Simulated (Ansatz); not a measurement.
Theory: DFT PBE, scalar-relativistic, plane waves, PAW in Ansatz. Settings: cutoff 420 eV, Γ-centred meshes spaced at most about 0.3 Å⁻¹, and about 0.25 Å⁻¹ or finer for metals (2π included), Gaussian smearing. No spin polarisation.

All energies are static (0 K, no zero-point motion).

Two relaxed structures of TiC:

1.

Space group Fm-3m (No. 225). a = 4.333 Å, b = 4.333 Å, c = 4.333 Å, α = 90.00°, β = 90.00°, γ = 90.00°
```
atom  site  symmetry       x       y       z
  Ti    4b      m-3m  0.5000  0.0000  0.0000
   C    4a      m-3m  0.0000  0.0000  0.0000
```

2.

Space group P6_3/mmc (No. 194). a = 3.101 Å, b = 3.101 Å, c = 9.783 Å, α = 90.00°, β = 90.00°, γ = 120.00°
```csv
atom,site,symmetry,x,y,z
Ti,2c,-6m2,0.6667,0.3333,0.7500
Ti,2a,-3m.,0.0000,0.0000,0.0000
C,4f,3m.,0.3333,0.6667,0.8755
```

Problem. Which form is favoured at zero pressure, and by what margin per atom?

Solution. Cell 1 is lower, by 93 meV/atom. Cell 1 has the rock salt type, space group Fm-3m (No. 225), 10.2 Å³/atom and no gap on its mesh; cell 2 has space group P6_3/mmc (No. 194), 10.2 Å³/atom and no gap. In cell 1, around Ti lie 6 C at 2.17 Å; C is surrounded by 6 Ti at 2.17 Å. In cell 2, Ti on a site of symmetry -6m2 is surrounded by 6 C at 2.17 Å; Ti on a site of symmetry -3m has 6 C at 2.17 Å; around C lie 6 Ti at 2.17 Å and 1 C at 2.45 Å. Origin: cell 1, reached from a cell as deposited in COD, among other starts; cell 2, invented. Checks on cell 1: no imaginary mode at Γ (other wave vectors untested). Checks on cell 2: no imaginary mode on a 3×3×1 q mesh.
